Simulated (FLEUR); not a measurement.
# Pt (Fm-3m) in FLEUR: further runs

One crystal, Pt, is run at these levels: PBEsol; tasks: single point.

Everything below comes from runs of FLEUR MaX-R8.1 (later development tree). Logs are shortened: lines on timing, memory, paths and dates and some standing lists are left out, and cuts for length are marked.

## 1. The crystal as given

It takes space group Fm-3m (No. 225, cubic). The conventional cell has a = 3.922 Å, b = 3.922 Å, c = 3.922 Å, α = 90.00°, β = 90.00°, γ = 90.00°. Pt (site symmetry m-3m) has 12 Pt at 2.77 Å as nearest neighbours.

## 2. Single point, PBEsol

File inp.xml:

```xml
<?xml version="1.0" encoding="UTF-8" standalone="no"?>
<fleurInput fleurInputVersion="0.39">
   <comment>
      Pt                                                                                                  
   </comment>
   <calculationSetup>
      <cutoffs Kmax="4.12" Gmax="12.8" GmaxXC="12.8" numbands="0"/>
      <scfLoop itmax="60" minDistance="0.00001" maxIterBroyd="15" imix="Anderson" alpha="0.05" precondParam="0.0" spinf="2.0" sdNocoIR="T"/>
      <coreElectrons ctail="T" frcor="F" kcrel="0" coretail_lmax="0"/>
      <xcFunctional name="PBEs" relativisticCorrections="F"/>
      <magnetism jspins="1"/>
      <soc l_soc="F" theta="0.0" phi="0.0" spav="F"/>
      <expertModes spex="0" secvar="F"/>
      <geometryOptimization l_f="T" forcealpha="1.0" forcemix="BFGS" epsdisp="0.0005" epsforce="0.0002"/>
      <ldaU l_linMix="F" mixParam="0.05" spinf="1.0"/>
   </calculationSetup>
   <cell>
      <bzIntegration valenceElectrons="18.0" mode="hist" fermiSmearingEnergy="0.00183747">
         <kPointListSelection listName="default-1"/>
         <!-- k-points included here -->
         <xi:include xmlns:xi="http://www.w3.org/2001/XInclude" href="kpts.xml"> </xi:include>
      </bzIntegration>
      <!-- symmetry operations included here -->
      <xi:include xmlns:xi="http://www.w3.org/2001/XInclude" href="sym.xml"> </xi:include>
      <bulkLattice scale="1.0">
         <bravaisMatrix>
            <row-1>    0.0000000000000000     3.7055639577281401     3.7055639577281401</row-1>
            <row-2>    3.7055639577281401     0.0000000000000000     3.7055639577281401</row-2>
            <row-3>    3.7055639577281401     3.7055639577281401     0.0000000000000000</row-3>
         </bravaisMatrix>
      </bulkLattice>
   </cell>
   <atomSpecies>
      <species name="Platinum (Pt)" element="Pt" atomicNumber="78">
         <mtSphere radius="2.38" gridPoints="803" logIncrement="0.017"/>
         <atomicCutoffs lmax="10" lnonsphr="10"/>
         <electronConfig flipSpins="F">
            <coreConfig>(1s1/2) (2s1/2) (2p1/2) (2p3/2) (3s1/2) (3p1/2) (3p3/2) (4s1/2) (3d3/2) (3d5/2) (4p1/2) (4p3/2) (4d3/2) (4d5/2) (4f5/2) (4f7/2)</coreConfig>
            <valenceConfig>(5s1/2) (5p1/2) (5p3/2) (6s1/2) (5d3/2) (5d5/2)</valenceConfig>
            <stateOccupation state="(6s1/2)" spinUp="0.500000" spinDown="0.500000"/>
            <stateOccupation state="(5d3/2)" spinUp="1.800000" spinDown="1.800000"/>
            <stateOccupation state="(5d5/2)" spinUp="2.700000" spinDown="2.700000"/>
         </electronConfig>
         <energyParameters s="6" p="6" d="5" f="5"/>
         <lo type="SCLO" l="0" n="5" eDeriv="0"/>
         <lo type="SCLO" l="1" n="5" eDeriv="0"/>
         <lo type="SCLO" l="1" n="5" eDeriv="1"/>
         <lo type="SCLO" l="2" n="5" eDeriv="2"/>
         <lo type="SCLO" l="3" n="5" eDeriv="2"/>
      </species>
   </atomSpecies>
   <atomGroups>
      <atomGroup species="Platinum (Pt)">
         <relPos label="                   1">.0000000000 .0000000000 .0000000000</relPos>
         <force calculate="T" relaxXYZ="TTT"/>
      </atomGroup>
   </atomGroups>
   <output dos="F" band="F" slice="F">
      <checks vchk="F" cdinf="F"/>
      <bandDOS minEnergy="-.5*Htr" maxEnergy="0.5*Htr" sigma="0.015" storeEVData="T"/>
      <vacuumDOS vacdos="F" integ="F" star="F" nstars="0" locx1="0.0" locy1="0.0" locx2="0.0" locy2="0.0" nstm="0" tworkf="0.0"/>
      <unfoldingBand unfoldBand="F" supercellX="1" supercellY="1" supercellZ="1"/>
      <plotting iplot="0" polar="F">
         <plot TwoD="T" vec1="  1.0  0.0  0.0" vec2="  0.0  1.0  0.0" vec3="  0.0  0.0  1.0" zero="  0.0  0.0  0.0" file="plot"/>
      </plotting>
      <chargeDensitySlicing numkpt="0" minEigenval="0.0" maxEigenval="0.0" nnne="0" pallst="F"/>
      <specialOutput eonly="F"/>
      <moessbauerParams electricFieldGradient="T" isomerShift="T" coreHyperfine="T" valenceHyperfine="T"/>
      <magneticCircularDichroism mcd="F" energyLo="-10.0" energyUp="0.0"/>
   </output>
  <!-- We include the file relax.xml here to enable relaxations (see documentation) -->
  <xi:include xmlns:xi="http://www.w3.org/2001/XInclude" href="relax.xml"> <xi:fallback/> </xi:include>
</fleurInput>
```

File crystal.txt:

```
Pt
&input cartesian=F /
0.0000000000  1.9609000000  1.9609000000
1.9609000000  0.0000000000  1.9609000000
1.9609000000  1.9609000000  0.0000000000
1.8897261246
1.0 1.0 1.0

1
78 0.0000000000  0.0000000000  0.0000000000

&kpt div1=12 div2=12 div3=12 gamma=T /
```

Potentials or basis: all-electron, FLAPW.

Started as:

```console
inpgen -f crystal.txt -profile fastHighL
# inp.xml edited to the form shown
fleur_MPI
```

The program printed:

```text
Welcome to FLEUR        (www.flapw.de)
      MaX-Release 8.1          (www.max-centre.eu)

 ========== k-point set info ==========
 Selected k-point list: default-1
 k-point list type: mesh
 12 x 12 x 12
 Number of k points: 72

 ------------Calculation Setup---------------------------
 Number of MPI-tasks      :            1
 Number of PE/node        :            1
 Number of OMP-threads    :            1
 Most efficient MPI parallelization for:
           1           2           3           4           6           8           9          12          18          24          36          72
 Additional eigenvalue parallelization possible
 Number of basis functions:          164
 Approximate size of matrices (H+S) per k-point:         0.000 GB
 --------------------------------------------------------
 Iteration:     1   Distance:      18.25903364 me/bohr^3
 Iteration:     2   Distance:      16.40726059 me/bohr^3
 Iteration:     3   Distance:       7.01402540 me/bohr^3
 Iteration:     4   Distance:       3.51278715 me/bohr^3
 Iteration:     5   Distance:       3.51492710 me/bohr^3
 Iteration:     6   Distance:       0.19119710 me/bohr^3
 Iteration:     7   Distance:       0.27493592 me/bohr^3
 Iteration:     8   Distance:       0.02129363 me/bohr^3
 Iteration:     9   Distance:       0.02048827 me/bohr^3
 Iteration:    10   Distance:       0.00176316 me/bohr^3
 Iteration:    11   Distance:       0.00011832 me/bohr^3
 Iteration:    12   Distance:       0.00008359 me/bohr^3
 Iteration:    13   Distance:       0.00000146 me/bohr^3

 ********************************************************************
 Run finished successfully
 Stop message:
   Structural relaxation: Done
 ********************************************************************
```

out.xml (last iteration):

```text
<iteration numberForCurrentRun="   14" overallNumber="   14">
         <energyParameters units="Htr">
            <atomicEP atomType="1" spin="1" branch="6s" branchLowest="-3.05" branchHighest="2.01" value="0.3453707070"/>
            <atomicEP atomType="1" spin="1" branch="6p" branchLowest="-1.33" branchHighest="3.04" value="0.5043981518"/>
            <atomicEP atomType="1" spin="1" branch="5d" branchLowest="-10.57" branchHighest="0.76" value="0.4410661820"/>
            <atomicEP atomType="1" spin="1" branch="5f" branchLowest="-1.90" branchHighest="2.91" value="0.7917442019"/>
            <loAtomicEP atomType="1" spin="1" branch="5s" branchLowest="-24.81" branchHighest="-3.05" value="-3.0596308355"/>
            <loAtomicEP atomType="1" spin="1" branch="5p" branchLowest="-18.37" branchHighest="-1.33" value="-1.4143261904"/>
            <loAtomicEP atomType="1" spin="1" branch="5p" branchLowest="-18.37" branchHighest="-1.33" value="-1.4143261904"/>
            <loAtomicEP atomType="1" spin="1" branch="5d" branchLowest="-10.57" branchHighest="0.76" value="0.4274278594"/>
            <loAtomicEP atomType="1" spin="1" branch="5f" branchLowest="-1.90" branchHighest="2.91" value="0.7917365130"/>
         </energyParameters>
         <eigenvalues>
            <eigenvaluesAt spin="1" ikpt="1" k_x="0.00000000" k_y="0.00000000" k_z="0.00000000">
                      -3.0608260725       -1.3659837570       -1.3659837570       -1.3659837570        0.1824561023
                       0.4215675362        0.4215675362        0.4215675362        0.5019657876        0.5019657876
                       1.0958233513        1.2775337734        1.2775337734        1.2775337734        1.4734130424
            </eigenvaluesAt>
            <eigenvaluesAt spin="1" ikpt="2" k_x="0.00000000" k_y="0.00000000" k_z="0.08333333">
                      -3.0607453668       -1.3671893036       -1.3661579440       -1.3661579440        0.1927126323
                       0.4170637208        0.4255461775        0.4255461775        0.4997881513        0.4997881513
                       1.1114814793        1.2291553152        1.2931452621        1.2931452621        1.5234171196
            </eigenvaluesAt>
            <eigenvaluesAt spin="1" ikpt="3" k_x="0.00000000" k_y="0.00000000" k_z="0.16666667">
                      -3.0605232069       -1.3704531478       -1.3666286864       -1.3666286864        0.2211445386
                       0.4080634352        0.4336935466        0.4336935466        0.4980013111        0.4980013111
                       1.1429079306        1.1480881348        1.3365976726        1.3365976726        1.4736042689
            </eigenvaluesAt>
            <eigenvaluesAt spin="1" ikpt="4" k_x="0.00000000" k_y="0.00000000" k_z="0.25000000">
                      -3.0602189365       -1.3748644832       -1.3672695164       -1.3672695164        0.2581008929
                       0.4081506950        0.4354688367        0.4354688367        0.5083501495        0.5083501495
                       1.0481380345        1.1599420650        1.3893074164        1.3893074164        1.4211873705
            </eigenvaluesAt>
         </eigenvalues>
         <bandgap value="0.0017551988" units="eV"/>
         <sumValenceSingleParticleEnergies value="-10.0885846950" units="Htr"/>
         <FermiEnergy value="0.5626350176" units="Htr"/>
         <valenceDensity>
            <mtCharges spin="1">
               <mtCharge atomType="1" total="16.0713888" s="2.4142288" p="6.2807517" d="7.3189315" f="0.0463025"/>
            </mtCharges>
            <spinDependentCharge spin="1" total="18.0000000" interstitial="1.9286112" mtSpheres="16.0713888"/>
            <totalCharge value="18.0000000000"/>
         </valenceDensity>
         <coreStates atomType="     1" atomicNumber=" 78" spin="1" kinEnergy="  20892.9109905797" eigValSum=" -11303.0546365917" lostElectrons=" 0.000621">
            <state n="1" l="0" j="0.5" energy="-2876.3475327108" weight="1.0000000000"/>
            <state n="2" l="0" j="0.5" energy="-504.3688234520" weight="1.0000000000"/>
            <state n="2" l="1" j="0.5" energy="-483.3578823912" weight="1.0000000000"/>
            <state n="2" l="1" j="1.5" energy="-419.8436183842" weight="2.0000000000"/>
            <state n="3" l="0" j="0.5" energy="-117.9440512140" weight="1.0000000000"/>
            <state n="3" l="1" j="0.5" energy="-108.5222998588" weight="1.0000000000"/>
[... 8 lines left out ...]
            <state n="4" l="3" j="2.5" energy="-1.9737137120" weight="3.0000000000"/>
            <state n="4" l="3" j="3.5" energy="-1.8466460386" weight="4.0000000000"/>
         </coreStates>
         <allElectronCharges>
            <spinDependentCharge spin="1" total="78.0000000" interstitial="1.9292230" mtSpheres="76.0707770"/>
            <totalCharge value="77.9999999930"/>
         </allElectronCharges>
         <moessbauerParams unitsHFF="kG" unitsIS="e/bohr^3" unitsEFG="Htr/bohr^2">
            <coreIsomerShift atomType="1" isTotal="2122821.13485">
               <shell n="1" l="0" isomerShift="1762165.69731"/>
               <shell n="2" l="0" isomerShift="261755.29672"/>
               <shell n="2" l="1" isomerShift="18248.87039"/>
               <shell n="3" l="0" isomerShift="59707.50041"/>
               <shell n="3" l="1" isomerShift="4664.29878"/>
               <shell n="4" l="0" isomerShift="15118.34109"/>
               <shell n="3" l="2" isomerShift="0.00190"/>
               <shell n="4" l="1" isomerShift="1161.12774"/>
               <shell n="4" l="2" isomerShift="0.00050"/>
               <shell n="4" l="3" isomerShift="0.00000"/>
            </coreIsomerShift>
            <isomerShift atomType="1" nucleusRadius="0.0001370" averageDensity="2125897.36019"/>
            <electricFieldGradient atomType="1" VXX="0.00000" VYY="0.00000" VZZ="0.00000" asymParam="0.00000">
            </electricFieldGradient>
         </moessbauerParams>
         <totalEnergy                                    value="   -18441.5857763804" units="Htr">
            <sumOfEigenvalues                            value="   -11313.1432212867">
               <coreElectrons value="-11303.0546365917"/>
               <valenceElectrons value="-10.0885846950"/>
            </sumOfEigenvalues>
            <densityCoulombPotentialIntegral value="-31952.3610437334"/>
            <densityEffectivePotentialIntegral value="-32416.2380527772"/>
            <chargeDenXCDenIntegral value="-352.1480611405"/>
            <FockExchangeEnergyValence value="0.0000000000"/>
            <FockExchangeEnergyCore value="0.0000000000"/>
            <atomTypeDependentContributions atomType="1">
               <electronNucleiInteractionDifferentMTs value="23164.8002956807"/>
               <MadelungTerm value="-51.5517291830"/>
            </atomTypeDependentContributions>
            <tkbTimesEntropy value="0.0005726060"/>
            <freeEnergy value="-18441.5863489865"/>
            <extrapolationTo0K value="-18441.5860626834"/>
         </totalEnergy>
         <totalForcesOnRepresentativeAtoms units="Htr/bohr">
            <forceTotal atomType="1" x="0.000000" y="0.000000" z="0.000000" F_x="0.00000000" F_y="0.00000000" F_z="0.00000000"/>
         </totalForcesOnRepresentativeAtoms>
      </iteration>
```

It took 25 s on 1 thread of Arm Neoverse V2, shared host; peak memory 0.06 GiB.

Results:

| Property | Result |
| --- | --- |
| Free energy | -501821.1291 eV |
| Band gap on the k mesh | none (metal or under the smearing width) |
| Valence electrons inside the program's atomic spheres | Pt 16.07 (radii Pt 2.38 bohr) |

Core levels (eV from the Fermi level):
| atom | levels |
| --- | --- |
| 1 Pt | 1s1/2 -78284.7, 2s1/2 -13739.9, 2p1/2 -13168.1, 2p3/2 -11439.8, 3s1/2 -3224.7, 3p1/2 -2968.4, 3p3/2 -2588.5, 4s1/2 -690.4, 3d3/2 -2161.9, 3d5/2 -2080.0, 4p1/2 -581.7, 4p3/2 -491.1, 4d3/2 -313.2, 4d5/2 -296.4, 4f5/2 -69.0, 4f7/2 -65.6 |

## 3. Single point, PBEsol (cell strained at random at fixed volume)

inp.xml, as its differences from that of step 2:

```diff
@@ -26,5 +26,5 @@
          <bravaisMatrix>
-            <row-1>    0.0000000000000000     3.7055639577281401     3.7055639577281401</row-1>
-            <row-2>    3.7055639577281401     0.0000000000000000     3.7055639577281401</row-2>
-            <row-3>    3.7055639577281401     3.7055639577281401     0.0000000000000000</row-3>
+            <row-1>   -0.0251390266355538     3.6580430148728236     3.6746291410684377</row-1>
+            <row-2>    3.7247220011793347     0.0057353187881610     3.6437566853708478</row-2>
+            <row-3>    3.7811246568202703     3.6835713250900453    -0.0506654471266506</row-3>
          </bravaisMatrix>
@@ -34,3 +34,3 @@
       <species name="Platinum (Pt)" element="Pt" atomicNumber="78">
-         <mtSphere radius="2.38" gridPoints="803" logIncrement="0.017"/>
+         <mtSphere radius="2.38" gridPoints="793" logIncrement="0.017"/>
          <atomicCutoffs lmax="10" lnonsphr="10"/>
```

File crystal.txt:

```
Pt
&input cartesian=F /
-0.0133030000  1.9357530000  1.9445300000
1.9710380000  0.0030350000  1.9281930000
2.0008850000  1.9492620000  -0.0268110000
1.8897261246
1.0 1.0 1.0

1
78 -0.0132620000  0.0199540000  0.0069400000

&kpt div1=12 div2=12 div3=12 gamma=T /
```

Potentials or basis: all-electron, FLAPW.

Started as:

```console
inpgen -f crystal.txt -profile fastHighL
# inp.xml edited to the form shown
fleur_MPI
```

Wall time 9.3 min (1 thread of Arm Neoverse V2, shared host); peak memory 0.1 GiB.

Results (log left out):

- Free energy: -501821.1261 eV
- Band gap on the k mesh: none (metal or under the smearing width)
- Valence electrons inside the program's atomic spheres: Pt 16.07 (radii Pt 2.38 bohr)

Levels at points of the mesh, in eV from the Fermi level:
```
           k point  band 6  band 7  band 8  band 9  band 10  band 11  band 12  band 13
(0.00, 0.00, 0.00)   -4.09   -3.72   -3.70   -1.81    -1.47    14.52    18.87    19.75
(0.00, 0.00, 0.50)   -3.97   -3.78   -0.73   -0.11     0.10     5.56    14.21    18.97
(0.00, 0.50, 0.00)   -4.18   -3.64   -0.47    0.04     0.09     5.97    13.96    18.33
(0.00, 0.50, 0.50)   -6.69    0.01    0.47    0.49     1.38     8.43    11.49    11.69
(0.50, 0.00, 0.00)   -4.03   -3.74   -0.61   -0.12     0.16     5.76    14.11    18.72
(0.50, 0.00, 0.50)   -6.68   -0.01    0.39    0.60     1.88     9.10    10.71    11.53
(0.50, 0.50, 0.00)   -6.68   -0.03    0.38    0.61     1.79     8.99    11.03    11.38
(0.50, 0.50, 0.50)   -4.13   -3.68   -0.50   -0.04     0.15     5.94    13.99    18.41
```

Core levels (eV from the Fermi level):
```csv
atom,levels
1 Pt,"1s1/2 -78284.7, 2s1/2 -13739.9, 2p1/2 -13168.1, 2p3/2 -11439.8, 3s1/2 -3224.7, 3p1/2 -2968.3, 3p3/2 -2588.5, 4s1/2 -690.3, 3d3/2 -2161.9, 3d5/2 -2080.0, 4p1/2 -581.7, 4p3/2 -491.1, 4d3/2 -313.2, 4d5/2 -296.4, 4f5/2 -69.0, 4f7/2 -65.6"
```

Spin-orbit coupling is left out, which matters for the levels of Pt.
